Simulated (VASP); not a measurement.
LiH in VASP 6.6.1, single-point calculation

INCAR

```
LASPH = .TRUE.
SIGMA = 0.01
EDIFF = 1E-7
NELM = 61
NBANDS = 9
IBRION = -1
ISIF = 2
PREC = Accurate
LREAL = .FALSE.
METAGGA = R2SCAN
ALGO = Normal
ISMEAR = 0
NSW = 0
ENCUT = 520
LCHARG = .FALSE.
LWAVE = .FALSE.
```

KPOINTS

```
KPOINTS created by Atomic Simulation Environment
0
Gamma
5 5 5
0 0 0
```

POSCAR

```
Li H
 1.0000000000000000
     0.0000000000000000    3.7094100000000001    3.7094100000000001
     3.7094100000000001    0.0000000000000000    3.7094100000000001
     3.7094100000000001    3.7094100000000001    0.0000000000000000
 Li  H
   1   1
Cartesian
  0.0000000000000000  0.0000000000000000  0.0000000000000000
  3.7094100000000005  3.7094100000000005  3.7094099999999997
```

The recommended PBE PAW datasets give the neutral cell 4 valence electrons.

Command

```
mpirun -np 1 vasp_std
```

OSZICAR

```
N       E                     dE             d eps       ncg     rms          rms(c)
DAV:   1     0.367781158948E+01    0.36778E+01   -0.12274E+03   180   0.374E+02
DAV:   2    -0.422981190411E+01   -0.79076E+01   -0.78473E+01   219   0.599E+01
DAV:   3    -0.499290092908E+01   -0.76309E+00   -0.76294E+00   259   0.150E+01
DAV:   4    -0.500438656056E+01   -0.11486E-01   -0.11485E-01   235   0.197E+00
DAV:   5    -0.500468867206E+01   -0.30211E-03   -0.30211E-03   274   0.299E-01    0.391E+00
DAV:   6    -0.381516181264E+01    0.11895E+01   -0.10604E+00   210   0.235E+00    0.165E+00
DAV:   7    -0.380798427995E+01    0.71775E-02   -0.13512E+00   182   0.278E+00    0.971E-01
DAV:   8    -0.398912236628E+01   -0.18114E+00   -0.71549E-01   190   0.178E+00    0.122E+00
DAV:   9    -0.393734150953E+01    0.51781E-01   -0.20705E-01   215   0.103E+00    0.315E-01
DAV:  10    -0.392803756302E+01    0.93039E-02   -0.62151E-03   182   0.456E-01    0.306E-01
...
DAV:  18    -0.392331982983E+01    0.51369E-03   -0.18033E-03   180   0.132E-01    0.933E-03
DAV:  19    -0.392330428945E+01    0.15540E-04   -0.24351E-04   181   0.704E-02    0.218E-02
DAV:  20    -0.392328342069E+01    0.20869E-04   -0.10775E-05   202   0.183E-02    0.144E-02
DAV:  21    -0.392327516156E+01    0.82591E-05   -0.57487E-06   237   0.950E-03    0.817E-03
DAV:  22    -0.392327034621E+01    0.48154E-05   -0.46210E-06   182   0.824E-03    0.285E-03
DAV:  23    -0.392326954560E+01    0.80061E-06   -0.39202E-07   211   0.364E-03    0.188E-03
DAV:  24    -0.392326928857E+01    0.25703E-06   -0.65172E-08   182   0.187E-03    0.182E-03
DAV:  25    -0.392326854714E+01    0.74143E-06   -0.30182E-07   182   0.168E-03    0.248E-04
DAV:  26    -0.392326857051E+01   -0.23362E-07   -0.11956E-08    93   0.695E-04
   1 F= -.39232686E+01 E0= -.39232686E+01  d E =0.000000E+00
```

It converged. Results: gap between bands v and c on the k mesh 2.64 eV; least direct gap on the k mesh 2.90 eV; pressure -3.1 GPa. Band v is the last that the valence electrons fill when counted band by band, and c is the next.

**Question.** Find the fault in these files.

**Answer.** Cell typed in bohr. On sound settings r²SCAN gives a gap of 3.54 eV on its mesh and a pressure of 2.2 GPa for the intended cell.
